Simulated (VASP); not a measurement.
# SiC (P6_3mc) in VASP: single point with HSE06

Aim: the single point of SiC with HSE06.

All numbers are computed with VASP 6.6.1; they aren't measurements. Logs are shortened: lines on timing, memory, paths and dates and some standing lists are left out, and cuts for length are marked.

### Step 1. The structure

The structure is hexagonal, space group P6_3mc (No. 186). Conventional cell: a = 3.080 Å, b = 3.080 Å, c = 10.080 Å, α = 90.00°, β = 90.00°, γ = 120.00°. Around Si (site symmetry 3m) lie 4 C at 1.89 Å. Around Si (site symmetry 3m) lie 4 C at 1.89 Å. C (site symmetry 3m) is surrounded by 4 Si at 1.89 Å. Around C (site symmetry 3m) lie 4 Si at 1.89 Å.

The cell was built by a generator and needn't be a form met in nature.

### Step 2. Single point, HSE06

The input, POSCAR:

```
SiC
1.0
    3.0800000000      0.0000000000      0.0000000000
   -1.5400000000      2.6673582437      0.0000000000
    0.0000000000      0.0000000000     10.0800000000
Si C
4 4
Direct
    0.0000000000      0.0000000000      0.0000000000
    0.3333333333      0.6666666667      0.2500000000
    0.6666666667      0.3333333333      0.5000000000
    0.3333333333      0.6666666667      0.7500000000
    0.0000000000      0.0000000000      0.1875000000
    0.3333333333      0.6666666667      0.4375000000
    0.6666666667      0.3333333333      0.6875000000
    0.3333333333      0.6666666667      0.9375000000
```

The input, INCAR.step1:

```
SYSTEM = SiC
PREC = Accurate
ENCUT = 450
EDIFF = 1E-5
ISMEAR = -1
SIGMA = 0.05
LREAL = .FALSE.
LASPH = .TRUE.
NELM = 100
ALGO = Normal
ISIF = 2
LWAVE = .TRUE.
LCHARG = .FALSE.
NBANDS = 26
GGA = PE
```

The input, INCAR.step2:

```
SYSTEM = SiC
PREC = Accurate
ENCUT = 450
EDIFF = 1E-7
ISMEAR = -1
SIGMA = 0.05
LREAL = .FALSE.
LASPH = .TRUE.
NELM = 100
ALGO = Normal
ISIF = 2
LWAVE = .FALSE.
LCHARG = .FALSE.
GGA = PE
LHFCALC = .TRUE.
HFSCREEN = 0.2
PRECFOCK = Fast
NBANDS = 26
ISTART = 1
```

The input, KPOINTS:

```
regular mesh
0
G
  6 6 1
  0 0 0
```

Potentials or basis: VASP PAW PBE potentials, release 64 (Si, C).

On the command line:

```sh
$ cat potpaw_PBE.64/Si/POTCAR potpaw_PBE.64/C/POTCAR > POTCAR
$ cp INCAR.step1 INCAR
$ mpirun -np 8 vasp_std > vasp.out
$ cp INCAR.step2 INCAR
$ mpirun -np 8 vasp_std > vasp.out
```

OUTCAR:

```text
SYSTEM = SiC
   PREC = Accurate
   ENCUT = 450
   EDIFF = 1E-7
   ISMEAR = -1
   LREAL = .FALSE.
   LASPH = .TRUE.
   NELM = 100
   ISIF = 2
   GGA = PE
   LHFCALC = .TRUE.
   HFSCREEN = 0.2
   PRECFOCK = Fast
   ISTART = 1

 ion  position               nearest neighbor table
   1  0.000  0.000  0.000-   8 1.89   8 1.89   8 1.89   5 1.89   4 3.08   2 3.08   4 3.08   2 3.08
                             2 3.08   4 3.08
   2  0.333  0.667  0.250-   5 1.89   5 1.89   5 1.89   6 1.89   1 3.08   3 3.08   3 3.08   1 3.08
                             1 3.08   3 3.08
   3  0.667  0.333  0.500-   6 1.89   6 1.89   6 1.89   7 1.89   2 3.08   4 3.08   4 3.08   2 3.08
                             4 3.08   2 3.08
   4  0.333  0.667  0.750-   7 1.89   7 1.89   7 1.89   8 1.89   3 3.08   1 3.08   3 3.08   1 3.08
                             1 3.08   3 3.08
   5  0.000  0.000  0.188-   2 1.89   2 1.89   2 1.89   1 1.89
   6  0.333  0.667  0.438-   3 1.89   3 1.89   3 1.89   2 1.89
   7  0.667  0.333  0.688-   4 1.89   4 1.89   4 1.89   3 1.89
   8  0.333  0.667  0.938-   1 1.89   1 1.89   1 1.89   4 1.89

  LATTYP: Found a hexagonal cell.
 ALAT       =     3.0800000000
 C/A-ratio  =     3.2727272727

  Lattice vectors:

 A1 = (   3.0800000000,   0.0000000000,   0.0000000000)
 A2 = (  -1.5400000000,   2.6673582437,   0.0000000000)
 A3 = (   0.0000000000,   0.0000000000,  10.0800000000)

Analysis of symmetry for initial positions (statically):
=====================================================================
 Subroutine PRICEL returns:
 Original cell was already a primitive cell.

 Routine SETGRP: Setting up the symmetry group for a
 hexagonal supercell.

 Subroutine GETGRP returns: Found 12 space group operations
 (whereof  6 operations were pure point group operations)
 out of a pool of 24 trial point group operations.

The static configuration has the point symmetry C_3v.
 The point group associated with its full space group is C_6v.

Analysis of symmetry for dynamics (positions and initial velocities):
=====================================================================
 Subroutine PRICEL returns:
 Original cell was already a primitive cell.

 Routine SETGRP: Setting up the symmetry group for a
 hexagonal supercell.

 Subroutine GETGRP returns: Found 12 space group operations
[... 110 lines left out ...]
   NUPDOWN=      -1.0000    fix difference up-down
   EMIN   =  10.00;   EMAX   =-10.00  energy-range for DOS
   EFERMI =   0.00;   METHOD = LEGACY
   ISMEAR =    -1;   SIGMA  =   0.05  broadening in eV -4-tet -1-fermi 0-gaus
   EFERMI_NEDOS =   21; number of points for ismear=-14 and -15
   IALGO  =     38    algorithm
   IMIX   =      1    mixing-type and parameters
     AMIX     =   0.40;   BMIX     =  1.00
     AMIX_MAG =   1.60;   BMIX_MAG =  1.00
  volume/ion in A,a.u.               =      10.35        69.86
  Fermi-wavevector in a.u.,A,eV,Ry     =   1.192415  2.253337 19.345479  1.421853
  Thomas-Fermi vector in A             =   2.328453
   LORBIT       =      0    0 simple, 1 ext, 2 COOP (PROOUT), +10 PAW based schemes
   GGA     = PE    functional components
   LHFCALC =     T    Hartree Fock is set to
   PRECFOCK=fast      Normal, Fast or Accurate (Low or Medium for compatibility)
   ENCUT4O =  -1.0   cutoff for four orbital integrals eV
   NKREDX  =     1    reduce k-point grid by
   NKREDY  =     1    reduce k-point grid by
   NKREDZ  =     1    reduce k-point grid by
   AEXX    =    0.2500 exact exchange contribution
   HFSCREEN=    0.2000 screening length (either q_TF or 0.3 A-1)
   HFSCREENC=   0.2000 screening length for correlation (either q_TF or 0.3 A-1)
   ENCUTFOCK=  -1.0 apply spherical cutoff to Coloumb kernel
   IVDW    =     0    specifies the selected vdW correction
   LEPSILON=     F    determine dielectric tensor
   LRPA    =     F    only Hartree local field effects (RPA)
 non-spin polarized calculation
  energy-cutoff  :      450.00
  volume of cell :       82.81
 maximum number of plane-waves:      1823
 NGX is ok and might be reduce to    24
  NGX = 12; NGY = 12; NGZ = 40

 number of electron      32.0000001 magnetization

 Free energy of the ion-electron system (eV)
  ---------------------------------------------------
  ext. energy  EPLUGINS =         0.00000000
  ---------------------------------------------------
  free energy    TOTEN  =       -69.83618456 eV

  energy without entropy =      -69.83618456  energy(sigma->0) =      -69.83618456

 E-fermi :   8.6571     XC(G=0):  -9.3384

 val. band max:        7.5609505346   @ k =   0.0000   0.0000   0.0000
 cond. band min:      10.7220318354   @ k =   0.5000   0.0000   0.0000
 fundamental gap:      3.1610813007
 Fermi energy:         8.6571216921

 k-point     1 :       0.0000    0.0000    0.0000
  band No.  band energies     occupation
      1      -9.5215      2.00000
      2      -8.2454      2.00000
      3      -8.1997      2.00000
      4      -5.6686      2.00000
      5      -1.8935      2.00000
      6       2.7477      2.00000
[... 206 lines left out ...]
     27      19.8386      0.00000
     28      19.8386      0.00000
 [bands above 28 left out]

------------------------ aborting loop because EDIFF is reached ----------------------------------------

  FORCE on cell =-STRESS in cart. coord.  units (eV):
  Direction    XX          YY          ZZ          XY          YZ          ZX
  --------------------------------------------------------------------------------------
  -------------------------------------------------------------------------------------
  Total       -1.1357342     -1.1357342     -1.0642626      0.0000000      0.0000000      0.0000000
  in kB      -21.9732707    -21.9732707    -20.5904945      0.0000000      0.0000000      0.0000000
  external PRESSURE =     -21.5123453 kB  Pullay stress =       0.0000000 kB

 VOLUME and BASIS-vectors are now :
 -----------------------------------------------------------------------------
  energy-cutoff  :      450.00
  volume of cell :       82.81
      direct lattice vectors                 reciprocal lattice vectors
     3.080000000  0.000000000  0.000000000     0.324675325  0.187451386  0.000000000
    -1.540000000  2.667358244  0.000000000     0.000000000  0.374902772  0.000000000
     0.000000000  0.000000000 10.080000000     0.000000000  0.000000000  0.099206349

 POSITION                                       TOTAL-FORCE (eV/Angst)
 -----------------------------------------------------------------------------------
      0.00000      0.00000      0.00000        -0.000000      0.000000     -0.096067
     -0.00000      1.77824      2.52000        -0.000000      0.000000      0.008655
      1.54000      0.88912      5.04000         0.000000      0.000000     -0.096067
     -0.00000      1.77824      7.56000         0.000000      0.000000      0.008655
      0.00000      0.00000      1.89000        -0.000000      0.000000      0.190595
     -0.00000      1.77824      4.41000        -0.000000      0.000000     -0.103183
      1.54000      0.88912      6.93000         0.000000      0.000000      0.190595
     -0.00000      1.77824      9.45000         0.000000     -0.000000     -0.103183
 -----------------------------------------------------------------------------------
    total drift:                                0.000000     -0.000000      0.000262

  FREE ENERGIE OF THE ION-ELECTRON SYSTEM (eV)
  ---------------------------------------------------
  free  energy   TOTEN  =       -69.8361845623 eV

  energy  without entropy=      -69.8361845623  energy(sigma->0) =      -69.83618456
```

OUTCAR.step1:

```text
SYSTEM = SiC
   PREC = Accurate
   ENCUT = 450
   EDIFF = 1E-5
   ISMEAR = -1
   LREAL = .FALSE.
   LASPH = .TRUE.
[... 450 lines left out ...]
     -0.00000      1.77824      4.41000        -0.000000      0.000000     -0.107673
      1.54000      0.88912      6.93000         0.000000     -0.000000      0.176525
     -0.00000      1.77824      9.45000         0.000000     -0.000000     -0.107673
 -----------------------------------------------------------------------------------
    total drift:                               -0.000000     -0.000000      0.000921

  FREE ENERGIE OF THE ION-ELECTRON SYSTEM (eV)
  ---------------------------------------------------
  free  energy   TOTEN  =       -60.1990017026 eV

  energy  without entropy=      -60.1990017025  energy(sigma->0) =      -60.19900170
```

OSZICAR.step1:

```text
N       E                     dE             d eps       ncg     rms          rms(c)
DAV:   1     0.496918424431E+02    0.49692E+02   -0.12764E+04   448   0.789E+02
DAV:   2    -0.620092980933E+02   -0.11170E+03   -0.10365E+03   576   0.160E+02
DAV:   3    -0.675786007362E+02   -0.55693E+01   -0.55306E+01   608   0.317E+01
DAV:   4    -0.676249508359E+02   -0.46350E-01   -0.46330E-01   528   0.353E+00
DAV:   5    -0.676254065942E+02   -0.45576E-03   -0.45572E-03   600   0.333E-01    0.176E+01
DAV:   6    -0.603603939902E+02    0.72650E+01   -0.12759E+01   560   0.156E+01    0.804E+00
DAV:   7    -0.602359230561E+02    0.12447E+00   -0.24505E+00   584   0.635E+00    0.347E+00
DAV:   8    -0.602022444063E+02    0.33679E-01   -0.10753E-01   520   0.142E+00    0.111E+00
DAV:   9    -0.601983139915E+02    0.39304E-02   -0.16980E-02   576   0.649E-01    0.160E-01
DAV:  10    -0.601988850445E+02   -0.57105E-03   -0.18788E-03   552   0.177E-01    0.828E-02
DAV:  11    -0.601990014605E+02   -0.11642E-03   -0.22425E-04   552   0.773E-02    0.209E-02
DAV:  12    -0.601990017026E+02   -0.24210E-06   -0.13796E-05   456   0.178E-02
   1 F= -.60199002E+02 E0= -.60199002E+02  d E =-.879950E-10
```

Run time: 68 s. Hardware: 8 MPI ranks of Intel Xeon Platinum 8488C (Sapphire Rapids), shared host; peak memory 0.22 GiB.

What came out:

```
Free energy            : -69.8362 eV
Largest force          : 0.191 eV/Å
Band gap on the k mesh : 3.16 eV, indirect (least direct gap 4.40 eV)
```

Forces in eV/Å, atoms in the order of the input:
```
Si   0.000  0.000 -0.096
Si   0.000  0.000  0.009
Si   0.000  0.000 -0.096
Si   0.000  0.000  0.009
C    0.000  0.000  0.191
C    0.000  0.000 -0.103
C    0.000  0.000  0.191
C    0.000  0.000 -0.103
```

Levels at points of the mesh, in eV from the valence-band top:
| k point | band 12 | band 13 | band 14 | band 15 | band 16 | band 17 | band 18 | band 19 | band 20 | band 21 |
| --- | --- | --- | --- | --- | --- | --- | --- | --- | --- | --- |
| (0.00, 0.00, 0.00) | -0.64 | -0.64 | -0.08 | 0.00 | 0.00 | 6.27 | 6.88 | 7.55 | 7.59 | 8.22 |
| (0.50, 0.00, 0.00) | -2.63 | -2.59 | -2.45 | -1.75 | -1.24 | 3.16 | 3.30 | 5.29 | 5.86 | 6.43 |

Caveat: the k mesh is coarse (spacing up to 0.62 Å⁻¹), so the values aren't converged, least of all with exact exchange; the cutoff is under 1.25 times the usual one of these potentials, so pressure, stress and relaxed cells hold a basis-set (Pulay) error; the PAW data sets were made with another functional, which shifts forces and pressure a little; an odd mesh through Γ misses points on the zone boundary, where band edges often lie.
